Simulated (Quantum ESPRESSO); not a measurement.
# Pb (Fm-3m) in Quantum ESPRESSO: further runs, part 6 of 6

Quantum ESPRESSO 7.5.

**7. Wannier functions, PBE**

pw.in reads:

```
&CONTROL
  calculation = 'scf'
  prefix = 'pwscf'
  outdir = './tmp'
  pseudo_dir = './pseudo'
  tprnfor = .true.
  tstress = .true.
  disk_io = 'low'
/
&SYSTEM
  ibrav = 0
  nat = 1
  ntyp = 1
  ecutwfc = 45
  ecutrho = 360
  nbnd = 13
  occupations = 'smearing'
  smearing = 'fd'
  degauss = 0.00367493
/
&ELECTRONS
  conv_thr = 2d-10
  electron_maxstep = 120
  mixing_beta = 0.5
/
ATOMIC_SPECIES
Pb   207.2000 pb_pbe_v1.uspp.F.UPF
CELL_PARAMETERS angstrom
   0.0000000000    2.4750200000    2.4750200000
   2.4750200000    0.0000000000    2.4750200000
   2.4750200000    2.4750200000    0.0000000000
ATOMIC_POSITIONS crystal
Pb     0.0000000000    0.0000000000    0.0000000000
K_POINTS automatic
7 7 7 0 0 0
```

nscf.in is that of step 6.

pw2wan.in reads:

```
&INPUTPP
  prefix = 'pwscf'
  outdir = './tmp'
  seedname = 'w'
  write_mmn = .true.
  write_amn = .true.
  scdm_proj = .true.
  scdm_entanglement = 'erfc'
  scdm_mu = 14.22
  scdm_sigma = 1
/
```

bands.in is that of step 6.

Changes to w.win since step 6:

```diff
@@ -2,8 +2,5 @@
 num_bands = 17
-guiding_centres = true
-dis_froz_max = 14.22
-dis_num_iter = 600
-dis_mix_ratio = 0.5
-dis_conv_tol = 1.0d-9
-num_iter = 0
+auto_projections = true
+dis_num_iter = 0
+num_iter = 1200
 search_shells = 100
@@ -17,5 +14,2 @@
 mp_grid = 5 5 5
-begin projections
-Pb: s;p;d
-end projections
 begin unit_cell_cart
```

Potentials or basis: GBRV 1.5 PBE.

Command:

```
$ OMP_NUM_THREADS=1 pw.x -in pw.in > pw.out
$ OMP_NUM_THREADS=1 pw.x -in nscf.in > nscf.out
$ wannier90.x -pp w
$ OMP_NUM_THREADS=1 pw2wannier90.x -in pw2wan.in > pw2wan.out
$ wannier90.x w
$ OMP_NUM_THREADS=1 pw.x -in bands.in > bands.out
```

pw.out:

```text
This program is part of the open-source Quantum ESPRESSO suite
     for quantum simulation of materials; please cite
[... 9 lines left out ...]
     --------------------
     sticks:   dense  smooth     PW     G-vecs:    dense   smooth      PW
     Sum        1069     547    163                23505     8363    1459

     Using Slab Decomposition

     bravais-lattice index     =            0
     lattice parameter (alat)  =       6.6144  a.u.
     unit-cell volume          =     204.6269 (a.u.)^3
     number of atoms/cell      =            1
     number of atomic types    =            1
     number of electrons       =        14.00
     number of Kohn-Sham states=           13
     kinetic-energy cutoff     =      45.0000  Ry
     charge density cutoff     =     360.0000  Ry
     scf convergence threshold =      2.0E-10
     mixing beta               =       0.5000
     number of iterations used =            8  plain     mixing
     Exchange-correlation= SLA  PW   PBE  PBE
                           (   1   4   3   4   0   0   0)

     celldm(1)=   6.614432  celldm(2)=   0.000000  celldm(3)=   0.000000
     celldm(4)=   0.000000  celldm(5)=   0.000000  celldm(6)=   0.000000

[... 8 lines left out ...]
               b(3) = (  0.707107  0.707107 -0.707107 )

     PseudoPot. # 1 for Pb read from file:
     pb_pbe_v1.uspp.F.UPF
     Pseudo is Ultrasoft + core correction, Zval = 14.0
     Generated by new atomic code, or converted to UPF format
     Using radial grid of  899 points,  6 beta functions with:
                l(1) =   0
                l(2) =   0
                l(3) =   1
                l(4) =   1
[... 56 lines left out ...]

     Threshold (ethr) on eigenvalues was too large:
     Diagonalizing with lowered threshold

     Davidson diagonalization with overlap
     c_bands:  1 eigenvalues not converged
     c_bands:  2 eigenvalues not converged
     c_bands:  2 eigenvalues not converged
     ethr =  1.54E-05,  avg # of iterations = 12.3
[... 51 lines left out ...]
     iteration #  7     ecut=    45.00 Ry     beta= 0.50
     Davidson diagonalization with overlap
     ethr =  2.35E-12,  avg # of iterations =  3.6

     negative rho (up, down):  1.577E-02 0.000E+00

     End of self-consistent calculation

          k = 0.0000 0.0000 0.0000 (  1037 PWs)   bands (ev):

    -5.7831  -5.7831  -5.7831  -5.6430  -5.6430  -0.4651  18.7002  18.7002
    18.7002  19.2934  21.0900  22.6399  23.7794

          k = 0.1010 0.1010-0.1010 (  1025 PWs)   bands (ev):
[... 71 lines left out ...]
    -5.9103  -5.8266  -5.5413  -5.5116  -5.4890   4.5895   8.3459  11.5813
    13.6478  17.3249  19.3154  19.8139  28.8248

          k = 0.4041 0.2020 0.0000 (  1040 PWs)   bands (ev):

    -5.8198  -5.7508  -5.6733  -5.6042  -5.5461   2.0840  11.0908  12.9600
    15.4723  19.3107  20.3163  21.1424  23.8327

          k =-0.2020-0.4041 0.6061 (  1051 PWs)   bands (ev):
[... 11 lines left out ...]
    -5.8078  -5.7266  -5.6701  -5.5964  -5.4934   4.4943   9.5953   9.8405
    12.7175  19.3099  20.3353  23.8178  24.7229

     the Fermi energy is    11.2176 ev

!    total energy              =    -164.15741519 Ry
     estimated scf accuracy    <          1.5E-12 Ry
     smearing contrib. (-TS)   =      -0.00024845 Ry
     internal energy E=F+TS    =    -164.15716674 Ry

     The total energy is F=E-TS. E is the sum of the following terms:
     one-electron contribution =     -30.92575702 Ry
     hartree contribution      =      26.23615979 Ry
     xc contribution           =     -63.40044947 Ry
     ewald contribution        =     -96.06712003 Ry

     convergence has been achieved in   7 iterations

     negative rho (up, down):  1.577E-02 0.000E+00

     Forces acting on atoms (cartesian axes, Ry/au):

     atom    1 type  1   force =     0.00000000    0.00000000    0.00000000

     Total force =     0.000000     Total SCF correction =     0.000000

     Computing stress (Cartesian axis) and pressure

     negative rho (up, down):  1.577E-02 0.000E+00
          total   stress  (Ry/bohr**3)                   (kbar)     P=       26.93
   0.00018306   0.00000000   0.00000000           26.93        0.00        0.00
   0.00000000   0.00018306  -0.00000000            0.00       26.93       -0.00
   0.00000000  -0.00000000   0.00018306            0.00       -0.00       26.93

=------------------------------------------------------------------------------=
   JOB DONE.
=------------------------------------------------------------------------------=
```

nscf.out:

```text
This program is part of the open-source Quantum ESPRESSO suite
     for quantum simulation of materials; please cite
         "P. Giannozzi et al., J. Phys.:Condens. Matter 21 395502 (2009);
         "P. Giannozzi et al., J. Phys.:Condens. Matter 29 465901 (2017);
         "P. Giannozzi et al., J. Chem. Phys. 152 154105 (2020);
     in publications or presentations arising from this work. More details at

[... 84 lines left out ...]

     Number of k-points >= 100: set verbosity='high' to print the bands.

     the Fermi energy is    11.0014 ev
     (compare with:    11.2176 eV, computed in scf)

=------------------------------------------------------------------------------=
   JOB DONE.
=------------------------------------------------------------------------------=
```

Run time: 3.6 min. Hardware: 1 thread of Intel Xeon Platinum 8175M at 2.50GHz (Skylake/Cascade Lake), shared host; peak memory 0.11 GiB.

What came out:

```yaml
Free_energy: -2233.4754 eV
Pressure: 2.7 GPa
Band_gap_on_the_k_mesh: none (metal or under the smearing width)
Total_Wannier_spread: 11.13 Å² over 9 functions
RMS_miss_of_the_Wannier_bands: 0.095 eV
```

Levels at the corners of the path, in eV from the Fermi level:
| point | band 5 | band 6 | band 7 | band 8 | band 9 | band 10 |
| --- | --- | --- | --- | --- | --- | --- |
| Γ | -16.86 | -11.68 | 7.48 | 7.48 | 7.48 | 8.08 |
| X | -16.69 | -6.65 | -3.20 | 2.12 | 2.12 | 5.44 |
| W | -16.69 | -6.54 | -1.30 | -1.30 | 0.34 | 8.09 |
| K | -16.73 | -6.73 | -2.21 | -1.15 | 3.05 | 6.54 |
| Γ | -16.86 | -11.68 | 7.48 | 7.48 | 7.48 | 8.08 |
| L | -16.73 | -8.06 | -4.13 | 5.65 | 5.65 | 8.07 |
| U | -16.73 | -6.73 | -2.21 | -1.15 | 3.05 | 6.54 |
| W | -16.69 | -6.54 | -1.30 | -1.30 | 0.34 | 8.09 |
| L | -16.73 | -8.06 | -4.13 | 5.65 | 5.65 | 8.07 |
| K | -16.73 | -6.73 | -2.21 | -1.15 | 3.05 | 6.54 |
| U | -16.73 | -6.73 | -2.21 | -1.15 | 3.05 | 6.54 |
| X | -16.69 | -6.65 | -3.20 | 2.12 | 2.12 | 5.44 |

Wannier functions:
```tsv
function	nearest atom	distance (Å)	spread (Å²)	on-site energy from the reference level (eV)
1	1 Pb	0.62	1.58	-6.22
2	1 Pb	0.00	0.55	-16.86
3	1 Pb	0.00	0.55	-16.86
4	1 Pb	0.00	0.55	-16.86
5	1 Pb	0.62	1.58	-6.22
6	1 Pb	0.62	1.58	-6.22
7	1 Pb	0.62	1.58	-6.22
8	1 Pb	0.62	1.58	-6.22
9	1 Pb	0.62	1.58	-6.22
```

Parts of the spread (Å²): invariant 9.01, diagonal 0.005, off-diagonal 2.11, total 11.13. Against the direct bands the interpolation misses by 95 meV (root mean square) and 475 meV at most, for states up to 1 eV over the reference level.

Caveat: the k mesh is coarse; spin-orbit coupling is left out, which moves the levels of the heavy elements.

**8. The runs side by side**

| task | level | potentials or basis | cell | k mesh | smearing | form of the LDA correlation | q mesh | k mesh for the Wannier functions | projections | iterations | gap on the mesh (eV) | pressure (GPa) |
| --- | --- | --- | --- | --- | --- | --- | --- | --- | --- | --- | --- | --- |
| phonon dispersion | LDA | GBRV 1.5 LDA | relaxed | 10 × 10 × 10 | cold 0.2 eV | PZ81 | 2 × 2 × 2 | - | - | - | none | 0.0 |
| phonon dispersion | PBE | GBRV 1.5 PBE | relaxed | 10 × 10 × 10 | cold 0.2 eV | - | 2 × 2 × 2 | - | - | - | none | 0.0 |
| phonon dispersion | PBEsol | GBRV 1.5 PBEsol | relaxed | 10 × 10 × 10 | cold 0.2 eV | - | 2 × 2 × 2 | - | - | - | none | 0.0 |
| Wannier functions | PBE | GBRV 1.5 PBE | as given | 7 × 7 × 7 | fermi-dirac 0.05 eV | - | - | 5 × 5 × 5 | Pb spd | - | none | 2.7 |
| Wannier functions | PBE | GBRV 1.5 PBE | as given | 7 × 7 × 7 | fermi-dirac 0.05 eV | - | - | 5 × 5 × 5 | Pb spd | 0 | none | 2.7 |
| Wannier functions | PBE | GBRV 1.5 PBE | as given | 7 × 7 × 7 | fermi-dirac 0.05 eV | - | - | 5 × 5 × 5 | - | - | none | 2.7 |

Alike in all rows: no spin polarisation; cutoff (eV) 612.

Caveats: spin-orbit coupling is left out, which moves the levels of the heavy elements (some runs).

Absolute energies hang on the potentials; compare differences alone.
